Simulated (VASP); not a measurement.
Level of theory: AM05 GGA, VASP's PBE PAW potentials (set 64) (plane waves; VASP).

A VASP calculation is set up with these files.

KPOINTS:
```
K-points
0
G
 6 6 6
0 0 0
```

File POSCAR:
```
CsBr
1.0
  4.3414187063   0.0000000000   0.0000000000
  0.0000000000   4.3414187063   0.0000000000
  0.0000000000   0.0000000000   4.3414187063
Cs Br
1 1
Cart
  0.0000000000   0.0000000000   0.0000000000
  2.1707093531   2.1707093531   2.1707093531
```

### INCAR
```
SYSTEM = CsBr
PREC = Accurate; ENCUT = 520; LREAL = .FALSE.
LASPH = .TRUE.
EDIFF = 1E-6; NELM = 100; ALGO = Normal
LMAXMIX = 4
ISMEAR = 0; SIGMA = 0.05
GGA = AM
IBRION = 2; NSW = 60; ISIF = 3
EDIFFG = -0.01
LWAVE = .FALSE.; LCHARG = .FALSE.
```

POTCAR, in this order: Cs_sv Br (PBE.64 set). Program: vasp_std.

The run wrote:

OUTCAR:
```
 ion  position               nearest neighbor table
   1  0.000  0.000  0.000-
   2  0.500  0.500  0.500-
  LATTYP: Found a simple cubic cell.
 ALAT       =     4.3414187063
 Subroutine PRICEL returns:
 Original cell was already a primitive cell.
 Subroutine GETGRP returns: Found 48 space group operations
The static configuration has the point symmetry O_h .
The dynamic configuration has the point symmetry O_h .
 Subroutine INISYM returns: Found 48 space group operations
 Subroutine IBZKPT returns following result:
 Found     20 irreducible k-points:

 Following reciprocal coordinates:
            Coordinates               Weight
  0.000000  0.000000  0.000000      1.000000
  0.166667  0.000000  0.000000      6.000000
  0.333333  0.000000  0.000000      6.000000
  0.500000  0.000000  0.000000      3.000000
  0.166667  0.166667  0.000000     12.000000
  0.333333  0.166667  0.000000     24.000000
  0.500000  0.166667  0.000000     12.000000
  0.333333  0.333333  0.000000     12.000000
  0.500000  0.333333  0.000000     12.000000
...
```

OSZICAR:
```
       N       E                     dE             d eps       ncg     rms          rms(c)
DAV:   1     0.993389937051E+02    0.99339E+02   -0.66228E+03   480   0.112E+03
DAV:   2     0.177363562629E+01   -0.97565E+02   -0.91996E+02   736   0.182E+02
DAV:   3    -0.610605937076E+01   -0.78797E+01   -0.78435E+01   588   0.586E+01
DAV:   4    -0.620077233425E+01   -0.94713E-01   -0.94630E-01   568   0.735E+00
DAV:   5    -0.620155930312E+01   -0.78697E-03   -0.78691E-03   592   0.682E-01    0.176E+00
DAV:   6    -0.597008675278E+01    0.23147E+00   -0.35740E-01   540   0.302E+00    0.995E-01
DAV:   7    -0.593570210299E+01    0.34385E-01   -0.18650E-01   592   0.220E+00    0.563E-01
DAV:   8    -0.594011803596E+01   -0.44159E-02   -0.14167E-02   548   0.866E-01    0.971E-02
DAV:   9    -0.594077962542E+01   -0.66159E-03   -0.31664E-03   552   0.359E-01    0.746E-02
DAV:  10    -0.594084015194E+01   -0.60527E-04   -0.19428E-04   548   0.116E-01    0.153E-02
DAV:  11    -0.594084862783E+01   -0.84759E-05   -0.73197E-05   568   0.523E-02    0.555E-03
DAV:  12    -0.594085054565E+01   -0.19178E-05   -0.11958E-05   568   0.247E-02    0.112E-03
DAV:  13    -0.594085053410E+01    0.11543E-07   -0.25628E-07   392   0.427E-03
   1 F= -.59408505E+01 E0= -.59408505E+01  d E =-.594085E+01
```

OUTCAR:
```
------------------------ aborting loop because EDIFF is reached ----------------------------------------
  FORCE on cell =-STRESS in cart. coord.  units (eV):
  Direction    XX          YY          ZZ          XY          YZ          ZX
  --------------------------------------------------------------------------------------
  Total        0.0117450      0.0117450      0.0117450      0.0000000      0.0000000     -0.0000000
  in kB        0.2299681      0.2299681      0.2299681      0.0000000      0.0000000     -0.0000000
  external PRESSURE =       0.2299681 kB  Pullay stress =       0.0000000 kB
  volume of cell :       81.83
      direct lattice vectors                 reciprocal lattice vectors
     4.341418706  0.000000000  0.000000000     0.230339451  0.000000000  0.000000000
     0.000000000  4.341418706  0.000000000     0.000000000  0.230339451  0.000000000
     0.000000000  0.000000000  4.341418706     0.000000000  0.000000000  0.230339451
 POSITION                                       TOTAL-FORCE (eV/Angst)
 -----------------------------------------------------------------------------------
      0.00000      0.00000      0.00000         0.000000      0.000000      0.000000
      2.17071      2.17071      2.17071         0.000000      0.000000      0.000000
 -----------------------------------------------------------------------------------
    total drift:                                0.000000      0.000000     -0.000000
  FREE ENERGIE OF THE ION-ELECTRON SYSTEM (eV)
  ---------------------------------------------------
  free  energy   TOTEN  =        -5.9408505341 eV

  energy  without entropy=       -5.9408505341  energy(sigma->0) =       -5.94085053

 reached required accuracy - stopping structural energy minimisation
```
(Selected blocks of OUTCAR.)

OUTCAR:
```
 val. band max:       -0.4911043782   @ k =   0.5000   0.5000   0.0000

 cond. band min:       3.8610657926   @ k =   0.0000   0.0000   0.0000


 Fermi energy:        -0.2094143352

 k-point     1 :       0.0000    0.0000    0.0000
  band No.  band energies     occupation
      1     -20.3734      2.00000
      2     -12.8123      2.00000
      3      -6.9520      2.00000
      4      -6.9520      2.00000
      5      -6.9520      2.00000
      6      -0.5052      2.00000
      7      -0.5052      2.00000
      8      -0.5052      2.00000
      9       3.8611      0.00000
     10       4.4648      0.00000
     11       4.4648      0.00000
     12       8.5054      0.00000

 k-point     2 :       0.1667    0.0000    0.0000
  band No.  band energies     occupation
      1     -20.3623      2.00000
      2     -12.8139      2.00000
      3      -7.0484      2.00000
      4      -6.9297      2.00000
      5      -6.9297      2.00000
      6      -0.8891      2.00000
      7      -0.5490      2.00000
      8      -0.5490      2.00000
      9       4.4880      0.00000
     10       4.6367      0.00000
     11       5.0373      0.00000
     12       8.3601      0.00000

 k-point     3 :       0.3333    0.0000    0.0000
  band No.  band energies     occupation
      1     -20.3399      2.00000
      2     -12.8185      2.00000
      3      -7.2249      2.00000
      4      -6.8839      2.00000
      5      -6.8839      2.00000
      6      -1.4934      2.00000
      7      -0.6396      2.00000
      8      -0.6396      2.00000
      9       5.0900      0.00000
     10       5.7935      0.00000
     11       6.3213      0.00000
     12       8.2282      0.00000

 k-point     4 :       0.5000    0.0000    0.0000
  band No.  band energies     occupation
      1     -20.3285      2.00000
      2     -12.8215      2.00000
      3      -7.3058      2.00000
      4      -6.8605      2.00000
      5      -6.8605      2.00000
      6      -1.7473      2.00000
...
```

Unless said otherwise, spin-orbit coupling is left out, though it shifts the bands of the heavy elements here.

The compound is CsBr in the CsCl type structure. It was relaxed first. The start is the result of an earlier pass.
